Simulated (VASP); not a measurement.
Here is a VASP 6.6.1 calculation.

Contents of INCAR:

```
SYSTEM = InP
PREC = Accurate ; ENCUT = 520
EDIFF = 1E-6 ; ISMEAR = 0
SIGMA = 0.1 ; LREAL = .False.
LASPH = .True. ; NELM = 80
ALGO = Fast ; ISIF = 2
LWAVE = .False. ; LCHARG = .False.
GGA = PE ; NBANDS = 16
```

The input KPOINTS:

```
Automatic mesh
0
Gamma
  6 6 6
  0 0 0
```

POSCAR

```
InP
1.0
    0.0000000000      2.9305000000      2.9305000000
    2.9305000000      0.0000000000      2.9305000000
    2.9305000000      2.9305000000      0.0000000000
In P
1 1
Direct
    0.0000000000      0.0000000000      0.0000000000
    0.7500000000      0.7500000000      0.7500000000
```

Potentials or basis: VASP PAW PBE potentials, release 64 (In_d, P).

Launch:

```console
$ cat potpaw_PBE.64/In_d/POTCAR potpaw_PBE.64/P/POTCAR > POTCAR
$ mpirun -np 1 vasp_std > vasp.out
```

**Question.** Estimate the pressure.

**Answer.** 3.2 GPa.

**Question.** What does it give for the band gap on the k mesh?

**Answer.** 0.71 eV, direct.

Caveat: spin-orbit coupling is left out, which moves the levels of the heavy elements.

**Experimental background.**

A printed reference work, data compilation reports, for a bulk crystal of InP at 1.6 K: band gap 1.4236 eV (direct).

Measured gap of InP: 1.4236 eV (direct; 1.6 K; a printed reference work, data compilation). This calculation gives 0.71 eV (-0.71 eV). Spin-orbit coupling on In is left out. The value is that of PBE, without temperature or zero-point motion. Semilocal functionals fall short of measured gaps as a rule.
